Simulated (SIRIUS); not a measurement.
TiC:

```
Ti C
1.0
     3.06279    0.00000    0.00000
     1.53139    2.65245    0.00000
     1.53139    0.88415    2.50076
Ti C
1 1
Direct
  0.00000 0.00000 0.00000
  0.50000 0.50000 0.50000
```

The cell is a database's computed one.

| Property | Result |
| --- | --- |
| Program | SIRIUS 7.10.0 |
| Task | relaxation of cell and atoms |
| Functional | revPBE |
| Dispersion | D3 |
| Potentials or basis | PseudoDojo 0.4.1 PBE standard (scalar relativistic) |
| Cutoff | 1152 eV |
| Density cutoff | 4606 eV |
| k mesh | 6 × 6 × 6 |
| Occupations | fermi-dirac, width 0.05 eV |
| Spin | no spin polarisation |

At the start: pressure -6.6 GPa; volume 10.16 Å³/atom.

How do energy, volume and symmetry change on relaxing?

Over 3 steps the energy falls by 5.6 meV/atom and the volume is 9.88 Å³/atom (-2.7 %); space group Fm-3m (No. 225, to 0.05 Å).

The path:
| step | energy change (eV) | largest force (eV/Å) | pressure (GPa) | volume (Å³) |
| --- | --- | --- | --- | --- |
| 1 | 0.0000 | 0.0000 | -6.64 | 20.32 |
| 2 | -0.0063 | 0.0000 | -4.48 | 20.13 |
| 3 | -0.0113 | 0.0000 | 0.13 | 19.77 |

Final structure:
```xyz
2
Lattice="3.0351 0.0000 0.0000 1.5175 2.6284 0.0000 1.5175 0.8761 2.4781" Properties=species:S:1:pos:R:3 pbc="T T T"
Ti    0.0000    0.0000    0.0000
C     3.0351    1.7523    1.2391
```

Caveat: the k mesh is coarse (spacing up to 0.42 Å⁻¹), so the values aren't converged; the potentials were made for another functional, which shifts forces and pressure; pairwise dispersion overbinds metals, which lowers pressure and volume.
